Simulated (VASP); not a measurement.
Write the native input for VASP 6.6.1 that does the following.

```
Task                   : relaxation of shape and atoms at fixed volume
Functional             : PBEsol
Potentials or basis    : VASP PAW PBE potentials, release 64 (Si)
Cutoff                 : 600 eV
k mesh                 : 18 × 18 × 15
Occupations            : methfessel-paxton, width 0.1 eV
Spin                   : no spin polarisation
Further INCAR settings : ALGO = Normal; EDIFF = 1e-07; IBRION = 2; EDIFFG = -0.01; NSW = 40; ISIF = 4
```

The structure of Si lies in POSCAR:

```
Si                                      
1.0
    2.6385099935      0.0000000000      0.0000000000
   -1.3192549968      2.2850166825      0.0000000000
    0.0000000000      0.0000000000      2.4979865503
  Si            
     1
Direct
     0.0000000000000000    0.0000000000000000    0.0000000000000000
```

This isn't the form of Si at room conditions, which is diamond.

The cell isn't the ideal one: a relaxed cell with its volume scaled by 1.02.

One way to write it, as run:

INCAR

```
SYSTEM = Si
ALGO = Normal
EDIFF = 1E-7
EDIFFG = -0.01
ENCUT = 600
GGA = PS
IBRION = 2
ISIF = 4
ISMEAR = 1
LASPH = .TRUE.
LCHARG = .FALSE.
LREAL = .FALSE.
LWAVE = .FALSE.
NELM = 80
NSW = 40
PREC = Accurate
SIGMA = 0.1
```

KPOINTS

```
k-points
0
G
  18 18 15
  0 0 0
```

Potentials or basis: VASP PAW PBE potentials, release 64 (Si).

The run is started by

```sh
$ cat potpaw_PBE.64/Si/POTCAR > POTCAR
$ mpirun -np 1 vasp_std > vasp.out
```

Results of the run:

```yaml
Pressure_after_relaxing: -2.2 GPa
Band_gap_on_the_k_mesh: none (metal or under the smearing width)
```

Caveat: the relaxation stopped at its first step, so nothing moved; the PAW data sets were made with another functional, which shifts forces and pressure a little.

Run time: 22 s on 1 thread of Intel(R) Xeon(R) Platinum 8488C (Sapphire Rapids), on a shared host, peak memory 0.15 GiB.
